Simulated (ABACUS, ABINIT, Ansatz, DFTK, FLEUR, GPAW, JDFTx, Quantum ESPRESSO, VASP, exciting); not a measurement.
**One calculation of Ir, 11 ways**

```
CELL_PARAMETERS angstrom
-0.00903 1.95837 1.93892
1.89839 0.02290 1.90699
1.89968 1.92773 0.02161
ATOMIC_POSITIONS crystal
Ir 0.99766 0.99684 0.98575
```

The given cell was strained at random by a few per cent at fixed volume.

Alike in all runs: task single point; functional PBE; k mesh 12 × 12 × 12; occupations fermi-dirac, width 0.05 eV; no spin polarisation; no spin-orbit coupling. Pressure is positive in compression and, in plane waves, holds the error of the finite cutoff, which Ansatz's Pulay term estimates and takes out.

```tsv
program and potentials	plane-wave cutoff (eV)	notes	band gap (eV)	pressure (GPa)	energy over the undisturbed cell (meV/atom)
GPAW, GPAW PAW data sets (gpaw-data 1.2.1)	600	15 valence electrons an atom on average	no gap	10.23	12.94
ABACUS, PseudoDojo NC SR 0.4.1 PBE standard, plane waves	925	17 valence electrons an atom on average	?	?	?
Ansatz, Ansatz PAW (earlier soft set)	420	17 valence electrons an atom on average; Pulay term of +0.09 GPa included	no gap	11.45	13.02
FLEUR, all-electron, FLAPW	-	-	no gap	-	13.11
Quantum ESPRESSO, SSSP 1.3 efficiency PBE	748	15 valence electrons an atom on average	no gap	10.72	13.08
ABINIT, JTH PAW PBE v2.0	435	15 valence electrons an atom on average	no gap	11.31	12.82
Ansatz, all-electron LAPW, scalar-relativistic	-	-	no gap	11.46	-
DFTK, PseudoDojo SR PBE 0.4.1 standard (PBE)	1088	17 valence electrons an atom on average	no gap	10.78	-
VASP, PBE PAW files Ir, 520 eV	520	9 valence electrons an atom on average	no gap	12.19	-
exciting, all-electron LAPW+lo, shipped species files, valence relativity iora*	-	-	no gap	-	13.08
JDFTx, PseudoDojo-SR-PBE-0.5-standard	925	17 valence electrons an atom on average	no gap	10.77	12.96
```

Problem. Estimate from the other rows what the run with ABACUS, PseudoDojo NC SR 0.4.1 PBE standard, plane waves gave.

Solution. No band gap; pressure 10.76 GPa; energy over the undisturbed cell 12.97 meV/atom. The other rows, which needn't bracket it: pressure 10.23 to 12.19; energy over the undisturbed cell 12.82 to 13.11.
